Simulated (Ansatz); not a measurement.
The system is RuS2.

```
CELL_PARAMETERS angstrom
3.52118 0.00000 0.00000
-1.76059 3.04943 0.00000
0.00000 0.00000 11.36079
ATOMIC_POSITIONS crystal
Ru 0.00000 0.00000 0.00000
Ru 0.00000 0.00000 0.50000
S 0.33333 0.66667 0.12600
S 0.33333 0.66667 0.62600
S 0.66667 0.33333 0.37400
S 0.66667 0.33333 0.87400
```

The cell comes from a database or a generator and needn't be the stable form of this composition.

The cell isn't the ideal one: another cell of the same crystal, with 6 atoms.

Base run:

| Item | Value |
| --- | --- |
| Program | Ansatz 0.2.0 |
| Functional | r2SCAN |
| Potentials or basis | Ansatz PAW |
| Cutoff | 500 eV (not typed: the program's choice for these potentials) |
| k mesh | 6 × 6 × 2 |
| Occupations | gaussian, width 0.05 eV |
| Spin | collinear spin, antiferromagnetic start |
| Starting moments | [1.0, -1.0, 0.0, 0.0, 0.0, 0.0] μB |
| Hubbard terms | Ru d U = 4 eV |

Its results: band gap on the k mesh 1.13 eV; pressure -5.5 GPa; net moment 0.00 μB per cell; site moments Ru +1.76, -1.76; S -0.02, +0.02 μB; largest force 1.130 eV/Å.

Problem. The run is repeated on the same cell with these changes: spin from collinear spin, antiferromagnetic start to collinear spin, ferrimagnetic start; moments at the start from [1.0, -1.0, 0.0, 0.0, 0.0, 0.0] to [1.0, -0.5, 0.0, 0.0, 0.0, 0.0]. What comes out?

Solution. Band gap on the k mesh 0.38 eV; pressure -5.4 GPa; net moment 0.00 μB per cell; site moments Ru +1.77, -1.76; S -0.02, +0.02 μB; largest force 1.140 eV/Å.

Caveats: the magnetic or orbital state may not be the lowest; the PAW data sets come from PBE, with cores solved anew for the run's functional, which leaves a small shift of forces and pressure; forces of over 1 eV/Å show positions far from the minimum, so gaps and moduli don't describe the material at rest.

A k mesh can miss the band edges.
